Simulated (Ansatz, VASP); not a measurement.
# Hf: VASP beside Ansatz

File INCAR:

```
SYSTEM = Hf
PREC = Accurate
ENCUT = 520
EDIFF = 1E-6
ISMEAR = 0
SIGMA = 0.1
LREAL = .FALSE.
LASPH = .TRUE.
NELM = 100
ALGO = Normal
ISIF = 2
LWAVE = .FALSE.
LCHARG = .TRUE.
GGA = PS
LELF = .TRUE.
LVHAR = .TRUE.
NBANDS = 11
```

The input KPOINTS:

```
regular mesh
0
G
  8 8 8
  0 0 0
```

Contents of POSCAR:

```
Hf
1.0
   -1.8050000000      1.8050000000      1.8050000000
    1.8050000000     -1.8050000000      1.8050000000
    1.8050000000      1.8050000000     -1.8050000000
Hf
1
Direct
    0.0000000000      0.0000000000      0.0000000000
```

Input for Ansatz:

```yaml
crystal:
  lattice:
    - [-1.805, 1.805, 1.805]
    - [1.805, -1.805, 1.805]
    - [1.805, 1.805, -1.805]
  atoms:
    - { symbol: Hf, position: [0.0, 0.0, 0.0] }
basis:
  ecutwfc: 420
kpoints:
  mp_grid: { grid: [8, 8, 8] }
hamiltonian:
  xc: pbesol
scf:
  occupations: { method: gaussian, width: 0.1 }
output:
  forces: true
  stress: true
  eigenvalues: true
```

This isn't the form of Hf at room conditions, which is hcp.

Alike in both runs: task single point; functional PBEsol; k mesh 8 × 8 × 8; occupations gaussian, width 0.1 eV; no spin polarisation.

```csv
,VASP,Ansatz
version,VASP 6.6.1,Ansatz 0.2.0
potentials or method,"VASP PAW PBE potentials, release 64 (Hf_pv)","scalar-relativistic, plane waves, PAW"
plane-wave cutoff (eV),520,420
valence electrons in the cell,10,26
```

```csv
,VASP,Ansatz,Ansatz less VASP
gap on the k mesh at the Fermi level (eV),none,none,-
pressure (GPa),-9.7,-9.4,+0.31
```

A gap of «none» marks a metal or a gap that the smearing closes. The two sets of potentials don't hold the same shells in valence.

Caveats: the PAW data sets were made with another functional, which shifts forces and pressure a little (VASP). Spin-orbit coupling is left out, which matters for the levels of Hf.
